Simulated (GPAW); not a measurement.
Runs of GPAW 26.7.0 on Al3Cu. The structure is tetragonal, space group P4/mmm (No. 123). Conventional cell: a = 2.778 Å, b = 2.778 Å, c = 7.513 Å, α = 90.00°, β = 90.00°, γ = 90.00°. Around Cu (site symmetry 4/mmm) lie 8 Al at 2.60 Å and 4 Cu at 2.78 Å. Al (site symmetry 4mm) has 4 Cu at 2.60 Å and 8 Al at 2.78 to 2.85 Å as nearest neighbours. Al (site symmetry 4/mmm) has 12 Al at 2.78 to 2.85 Å as nearest neighbours. The cell comes from a database or a generator and needn't be the stable form of this composition.

```csv
level,gap on the mesh (eV),pressure (GPa),relaxed volume (Å³/atom),largest force (eV/Å)
PBEsol+D4,none,-0.1,(a),0.01
PBEsol,none,0.2,(b),0.01
PBEsol+D3(BJ)+ATM,none,0.0,14.27,-
PBEsol+D3,none,-0.1,14.37,0.01
PBEsol+D3(BJ),none,0.1,14.17,0.01
```

Alike in all rows: task relaxation of cell and atoms; potentials or basis PAW data sets generated in the run's folder for this functional, pw; no spin polarisation; cell relaxed; k mesh 8 × 8 × 3; cutoff (eV) 600; smearing fermi-dirac 0.05 eV.

Q: Estimate the missing entries.

A: (a) 14.45; (b) 14.75.

Caveats: with this Cu data set, volumes or pressures lay over 1.5 % or 2 GPa off other programs in two to four cells of ten; later steps reuse the first step's grids; pairwise dispersion overbinds metals, which lowers pressure and volume (some runs).

A gap of «none» marks a metal or a gap under the smearing width.
